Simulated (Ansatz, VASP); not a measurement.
## Ir in VASP and in Ansatz

File INCAR:

```
SYSTEM = Ir
PREC = Accurate ; ENCUT = 520
EDIFF = 1E-8 ; ISMEAR = -1
SIGMA = 0.05 ; LREAL = .FALSE.
LASPH = .TRUE. ; NELM = 80
ALGO = Normal ; ISIF = 2
LWAVE = .FALSE. ; LCHARG = .FALSE.
GGA = PE ; LEFG = .TRUE.
NBANDS = 10
```

The input KPOINTS:

```
Automatic mesh
0
G
  15 15 15
  0 0 0
```

Contents of POSCAR:

```
Ir
1.0
    0.0000000000      1.9132795507      1.9132795507
    1.9132795507      0.0000000000      1.9132795507
    1.9132795507      1.9132795507      0.0000000000
Ir
1
Direct
    0.0000000000      0.0000000000      0.0000000000
```

Input for Ansatz:

```yaml
crystal:
  lattice:
    - [0.0, 1.9132795507, 1.9132795507]
    - [1.9132795507, 0.0, 1.9132795507]
    - [1.9132795507, 1.9132795507, 0.0]
  atoms:
    - { symbol: Ir, position: [0.0, 0.0, 0.0] }
kpoints:
  mp_grid: { grid: [15, 15, 15] }
scf:
  occupations: { method: fermi_dirac, width: 0.05 }
hamiltonian:
  xc: pbe
  pseudopotentials: { kind: all_electron, datasets: crystal }
output:
  forces: true
  stress: true
  eigenvalues: true
  efg: { contact_densities: true }
```

Change from the starting cell: volume scaled by 0.99, crystal datasets.

Alike in both runs: task electric field gradients; functional PBE; k mesh 15 × 15 × 15; occupations fermi-dirac, width 0.05 eV; no spin polarisation.

|  | VASP | Ansatz |
| --- | --- | --- |
| version | VASP 6.6.1 | Ansatz 0.2.0 |
| potentials or method | VASP PAW PBE potentials, release 64 (Ir) | all-electron PAW with datasets made for the crystal, scalar-relativistic |
| plane-wave cutoff (eV) | 520 | see its input |

Ansatz gave:

* pressure (GPa): 12.9
* Vzz of the field gradient on the site that differs most (V/Å²): 0.0

Which values does VASP return?

Pressure (GPa): 13.6; Vzz of the field gradient on the site that differs most (V/Å²): 0.0.

Ansatz ran all-electron here, so the differences hold the error of VASP's frozen core and of both bases. Ansatz warned: «gradients_without_spin_orbit».

Spin-orbit coupling is left out, which matters for the levels of Ir.
